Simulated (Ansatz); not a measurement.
# SnSe (Pm-3m): an equation of state far from equilibrium

An exercise on one series of results from a longer session: the logs are not shown, and one member is left open.

Method: DFT PBE, scalar-relativistic, plane waves, PAW, in Ansatz 0.2.0.

The runs add the D3(BJ) dispersion term to the functional named.

**Starting point**

The structure is cubic, space group Pm-3m (No. 221). The conventional cell has a = 3.617 Å, b = 3.617 Å, c = 3.617 Å, α = 90.00°, β = 90.00°, γ = 90.00°. Se (site symmetry m-3m) is surrounded by 8 Sn at 3.13 Å. Sn (site symmetry m-3m) has 8 Se at 3.13 Å as nearest neighbours.

Structure file:

```cif
data_structure
_symmetry_space_group_name_H-M 'P 1'
_symmetry_Int_Tables_number 1
_cell_length_a 3.6169
_cell_length_b 3.6169
_cell_length_c 3.6169
_cell_angle_alpha 90.000
_cell_angle_beta 90.000
_cell_angle_gamma 90.000
_cell_volume 47.32
loop_
_atom_site_label
_atom_site_type_symbol
_atom_site_fract_x
_atom_site_fract_y
_atom_site_fract_z
_atom_site_occupancy
Se1 Se 0.00000 0.00000 0.00000 1
Sn1 Sn 0.50000 0.50000 0.50000 1
```

An earlier run at PBE left this cell at 23.659 Å³/atom and 0.00 GPa (10×10×10 mesh).

The first run:

Input file input.yaml:

```yaml
crystal:
  lattice:
    - [3.5680476435, 0.0, 0.0]
    - [0.0, 3.5680476435, 0.0]
    - [0.0, 0.0, 3.5680476435]
  atoms:
    - { symbol: Se, position: [0.0, 0.0, 0.0] }
    - { symbol: Sn, position: [0.5, 0.5, 0.5] }
basis:
  ecutwfc: 420
  ecutrho_ratio: 4
kpoints:
  mp_grid: { grid: [10, 10, 10] }
hamiltonian:
  xc: pbe
  dispersion: d3bj
scf:
  occupations: { method: gaussian, width: 0.05 }
output:
  forces: true
  stress: true
  eigenvalues: true
```

Run with:

```sh
> ansatz run input.yaml --threads 1 --pin off --max-ram 2560MiB --backend cpu --events-out ev --progress --plain --runs-dir out
```

Steps of the session up to this table: Volume × 0.96; Volume × 1.04; Volume × 0.92; Volume × 0.88; Volume × 0.84; Volume × 0.8; Volume × 0.76; Volume × 0.72.

One table of the session follows, with a row left open; its other results are not shown here.

```
volume (Å³/atom)  energy above the lowest (meV/atom)  pressure (GPa)
          17.034                               585.2            37.8
          17.981                                   ?               ?
          18.927                               244.7            20.6
          19.873                               142.2            14.3
          20.820                                73.4             9.1
          21.766                                30.8             5.6
          22.712                                 7.8             2.5
          23.659                                 0.0             0.0
          24.605                                 5.8            -1.9
```

Estimate the missing values for volume (Å³/atom) = 17.981.

Worked estimate for «energy above the lowest (meV/atom)». A straight line through the neighbours (17.034, 585.2) and (18.927, 244.7) gives 585.2 + (244.7 − 585.2) × (17.981 − 17.034) / (18.927 − 17.034) = 414.9; a parabola fitted to 3 rows on both sides gives 392.3.

The run gave: energy above the lowest (meV/atom): 390.3; pressure (GPa): 28.9. In «energy above the lowest (meV/atom)» the line misses by +24.6 and the parabola by +2.0.

To keep in mind: Other structures may be lower in enthalpy at these pressures. Spin–orbit coupling is left out, though the cell holds Sn; it can open a gap where p bands cross.
